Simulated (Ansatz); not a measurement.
# SiGe2: the cost of one run

Method: DFT PBE, scalar-relativistic, plane waves, PAW, in Ansatz 0.2.0.

**1. Starting point**

It takes space group Fd-3m (No. 227, cubic). The conventional cell has a = 8.158 Å, b = 8.158 Å, c = 8.158 Å, α = 90.00°, β = 90.00°, γ = 90.00°. Si (site symmetry -43m) is surrounded by 4 Ge at 1.77 Å. Ge (site symmetry -3m) is surrounded by 2 Si at 1.77 Å.

As a file:

```cif
data_structure
_symmetry_space_group_name_H-M 'P 1'
_symmetry_Int_Tables_number 1
_cell_length_a 5.7686
_cell_length_b 5.7686
_cell_length_c 5.7686
_cell_angle_alpha 60.000
_cell_angle_beta 60.000
_cell_angle_gamma 60.000
_cell_volume 135.73
loop_
_atom_site_label
_atom_site_type_symbol
_atom_site_fract_x
_atom_site_fract_y
_atom_site_fract_z
_atom_site_occupancy
Si1 Si 0.50000 0.50000 0.50000 1
Si2 Si 0.75000 0.75000 0.75000 1
Ge1 Ge 0.62500 0.62500 0.62500 1
Ge2 Ge 0.12500 0.62500 0.62500 1
Ge3 Ge 0.62500 0.62500 0.12500 1
Ge4 Ge 0.62500 0.12500 0.62500 1
```

This is candidate A: beta-cristobalite type (Fd-3m, No. 227).

(A quick probe on a coarse mesh, which set the mesh and smearing, is not shown.)

**3. Rough relaxation on the coarse mesh (candidate A)**

input.yaml

```yaml
crystal:
  lattice:
    - [0.0, 4.0789914034, 4.0789914034]
    - [4.0789914034, 0.0, 4.0789914034]
    - [4.0789914034, 4.0789914034, 0.0]
  atoms:
    - { symbol: Si, position: [0.5, 0.5, 0.5] }
    - { symbol: Si, position: [0.75, 0.75, 0.75] }
    - { symbol: Ge, position: [0.625, 0.625, 0.625] }
    - { symbol: Ge, position: [0.125, 0.625, 0.625] }
    - { symbol: Ge, position: [0.625, 0.625, 0.125] }
    - { symbol: Ge, position: [0.625, 0.125, 0.625] }
basis:
  ecutwfc: 420
kpoints:
  mp_grid: { grid: [4, 4, 4] }
hamiltonian:
  xc: pbe
scf:
  occupations: { method: gaussian, width: 0.1 }
  lower_state_search: "off"
output:
  forces: true
  stress: true
  eigenvalues: true
relax:
  adjacent_minimum: "off"
  f_tol: 0.04
  max_steps: 70
  cell: { stress_tol: 0.4 }
```

Run with:

```sh
> ansatz run input.yaml --threads 1 --pin off --max-ram 2560MiB --backend cpu --events-out ev --progress --plain --runs-dir out
```

What time and memory should one allow on 1 thread of Intel Xeon 6975P-C (Granite Rapids), shared host?

About 33 s, with a peak of 0.57 GiB.
